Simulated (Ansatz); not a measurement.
Te2Mo under changes of volume

One of the cells (24.965 Å³/atom); the others are scaled copies at fixed shape and fractional positions:

```
CELL_PARAMETERS angstrom
3.51820 0.00000 0.00000
-1.75910 3.04685 0.00000
0.00000 0.00000 13.97360
ATOMIC_POSITIONS crystal
Te 0.66667 0.33333 0.37900
Te 0.33333 0.66667 0.87900
Te 0.66667 0.33333 0.12100
Te 0.33333 0.66667 0.62100
Mo 0.66667 0.33333 0.75000
Mo 0.33333 0.66667 0.25000
```

* Program: Ansatz 0.2.0
* Functional: PBE
* Potentials or basis: all-electron LAPW, scalar-relativistic
* Cutoff: 261 eV (chosen from the basis error)
* Basis error allowed: 0.001 eV/atom
* k mesh: 9 × 9 × 2
* Occupations: fermi-dirac, width 0.05 eV
* Spin: no spin polarisation

| volume (Å³/atom) | energy over the lowest point (meV/atom) | pressure (GPa) | gap on the mesh (eV) | largest force (eV/Å) |
| --- | --- | --- | --- | --- |
| 23.467 | 66.70 | 10.5 | 0.74 | 1.119 |
| 23.966 | 38.48 | 7.7 | 0.76 | 0.778 |
| 24.466 | ? | ? | ? | ? |
| 24.965 | 5.93 | 2.9 | 0.78 | 0.174 |
| 25.464 | 0.00 | 0.9 | 0.79 | 0.094 |
| 25.963 | 0.03 | -0.9 | 0.80 | 0.341 |
| 26.463 | 5.41 | -2.5 | 0.81 | 0.569 |

Task: What does the run at 24.466 Å³/atom give?

Result: Energy over the lowest point 18.51 meV/atom; pressure 5.2 GPa; gap on the mesh 0.77 eV; largest force 0.464 eV/Å.

Worked out: A Birch-Murnaghan fit of order 3 (a polynomial in V^(-2/3)) to the other rows has its minimum at 25.71 Å³/atom with B0 = V·E''(V) = 93 GPa and B' = 4.6 at fixed shape and positions, which overstates the stiffness. It gives 18.48 meV/atom at 24.466 Å³/atom, against the run's 18.51, and -dE/dV = 5.2 GPa, against 5.2. A straight line through the other rows of the gap, of slope 0.558 eV per unit of ln V, gives 0.77 eV, against the run's 0.77.

Energies are extrapolated to zero smearing.

Caveats: spin-orbit coupling is left out, which moves the levels of the heavy elements; an odd mesh through Γ misses points on the zone boundary, where band edges often lie; this functional lacks dispersion, which binds the layers, so the pressure and a relaxed spacing across them are unreliable; forces of over 1 eV/Å show positions far from the minimum, so gaps and moduli don't describe the material at rest (some runs).
